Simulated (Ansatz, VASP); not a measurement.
**Two plane-wave programs on Ge**

The input INCAR:

```
SYSTEM = Ge
ALGO = Normal ; EDIFF = 1E-6
ENCUT = 520 ; ISIF = 2
ISMEAR = -1 ; LASPH = .True.
LCHARG = .False. ; LREAL = .False.
LWAVE = .False. ; NBANDS = 13
NELM = 80 ; PREC = Accurate
SIGMA = 0.08
```

The input KPOINTS:

```
k-points
0
Gamma
  15 15 15
  0 0 0
```

Contents of POSCAR:

```
Ge
1.0
    2.0981571430      0.0000000000      0.0000000000
    0.0000000000      2.0981571430      0.0000000000
    0.0000000000      0.0000000000      2.0981571430
Ge
1
Direct
    0.0000000000      0.0000000000      0.0000000000
```

Input for Ansatz:

```yaml
crystal:
  lattice:
    - [2.098157143, 0.0, 0.0]
    - [0.0, 2.098157143, 0.0]
    - [0.0, 0.0, 2.098157143]
  atoms:
    - { symbol: Ge, position: [0.0, 0.0, 0.0] }
kpoints:
  mp_grid: { grid: [15, 15, 15] }
scf:
  occupations: { method: fermi_dirac, width: 0.08 }
hamiltonian:
  xc: lda
  pseudopotentials: { kind: paw }
output:
  forces: true
  stress: true
  eigenvalues: true
  populations: true
```

Change from the starting cell: volume scaled by 0.5, PAW files.

Alike in both runs: task single point; functional LDA; k mesh 15 × 15 × 15; occupations fermi-dirac, width 0.08 eV; no spin polarisation.

|  | VASP | Ansatz |
| --- | --- | --- |
| version | VASP 6.6.1 | Ansatz 0.2.0 |
| potentials or method | VASP PAW LDA potentials, release 64 (Ge_d) | PAW with Ansatz's default frozen-core files, scalar-relativistic |
| plane-wave cutoff (eV) | 520 | 420 |
| valence electrons in the cell | 14 | 14 |

|  | VASP | Ansatz | Ansatz less VASP |
| --- | --- | --- | --- |
| pressure (GPa) | 284.9 | 280.5 | -4.36 |

Caveats: the cell as given lies far from equilibrium; so large a pressure means that the cell lies far from this level's equilibrium, or that cutoff or potentials fall short (VASP).
